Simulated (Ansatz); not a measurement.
Ti3Si, 4 atoms in the cell. It takes space group Fm-3m (No. 225, cubic). Conventional cell: a = 6.289 Å, b = 6.289 Å, c = 6.289 Å, α = 90.00°, β = 90.00°, γ = 90.00°. Ti (site symmetry m-3m) is surrounded by 8 Ti at 2.72 Å. Ti (site symmetry -43m) has 4 Ti at 2.72 Å and 4 Si at 2.72 Å as nearest neighbours. Si (site symmetry m-3m) is surrounded by 8 Ti at 2.72 Å. The cell comes from a database or a generator and needn't be the stable form of this composition.

| Item | Value |
| --- | --- |
| Program | Ansatz 0.2.0 |
| Task | band structure |
| Functional | r2SCAN |
| Potentials or basis | Ansatz PAW |
| Cutoff | 500 eV (not typed: the program's choice for these potentials) |
| k mesh | 4 × 4 × 4 |
| Occupations | fermi-dirac, width 0.05 eV |
| Spin | no spin polarisation |
| Path | [["G", "X", "W", "K", "G", "L", "U", "W", "L", "K"], ["U", "X"]] |
| Points for each segment of the path | 14 |

Potentials or basis: Ansatz PAW.

Run with:

```sh
$ ansatz run input.yaml --threads 2 --pin off --max-ram 5632MiB --backend cpu --events-out ev --progress --plain --runs-dir out
```

Hardware: 2 threads of Intel(R) Xeon(R) 6975P-C (Granite Rapids), on a shared host.

How long does it take, and how much memory?

Run time: 3.2 s on 2 threads of Intel(R) Xeon(R) 6975P-C (Granite Rapids), on a shared host, peak memory 0.6 GiB. Counts: scf iterations 8, plane waves 1591, k points 8, bands 30.
